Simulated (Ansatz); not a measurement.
# MoP: the cost of one run

Computed with Ansatz 0.2.0 (DFT, r2SCAN, PAW with Ansatz's default frozen-core files, scalar-relativistic, unless a step's input says otherwise).

## (1) The structure to begin with

Symmetry: P-6m2, No. 187, hexagonal system. The conventional cell has a = 3.223 Å, b = 3.223 Å, c = 3.191 Å, α = 90.00°, β = 90.00°, γ = 120.00°. Mo (site symmetry -6m2) is surrounded by 6 P at 2.45 Å. P (site symmetry -6m2) is surrounded by 6 Mo at 2.45 Å.

As a file:

```cif
data_structure
_symmetry_space_group_name_H-M 'P-6m2'
_symmetry_Int_Tables_number 187
_cell_length_a 3.2230
_cell_length_b 3.2230
_cell_length_c 3.1910
_cell_angle_alpha 90.000
_cell_angle_beta 90.000
_cell_angle_gamma 120.000
_cell_volume 28.71
loop_
_atom_site_label
_atom_site_type_symbol
_atom_site_symmetry_multiplicity
_atom_site_Wyckoff_symbol
_atom_site_fract_x
_atom_site_fract_y
_atom_site_fract_z
_atom_site_occupancy
Mo1 Mo 1 a 0.00000 0.00000 0.00000 1
P1 P 1 d 0.33333 0.66667 0.50000 1
```

The file gives the conventional cell by its symmetry; the runs use the cell typed in the input.

Whether this phase is the stable one at these pressures isn't tested.

Atoms are numbered in the order of the input: Mo1, P2.

## (2) Shape and atoms relaxed at the given volume, PAW

Contents of input.yaml:

```yaml
crystal:
  lattice:
    - [3.223, 0.0, 0.0]
    - [-1.6115, 2.7911998764, 0.0]
    - [0.0, 0.0, 3.191]
  atoms:
    - { symbol: Mo, position: [0.0, 0.0, 0.0] }
    - { symbol: P, position: [0.3333333333, 0.6666666667, 0.5] }
kpoints:
  mp_grid: { grid: [13, 13, 11] }
scf:
  occupations: { method: fermi_dirac, width: 0.05 }
hamiltonian:
  xc: r2scan
  pseudopotentials: { kind: paw }
output:
  forces: true
  stress: true
relax:
  f_tol: 0.01
  max_steps: 30
  cell: { stress_tol: 0.05, fix: [volume] }
```

Run with:

```bash
> ansatz run input.yaml --threads 1 --pin off --max-ram 2048MiB --backend cpu --events-out ev --progress --plain --runs-dir out
```

What time and memory should one allow on 1 thread of AMD EPYC 7R43 (Zen 3), shared host?

About 41 s, with a peak of 0.49 GiB.
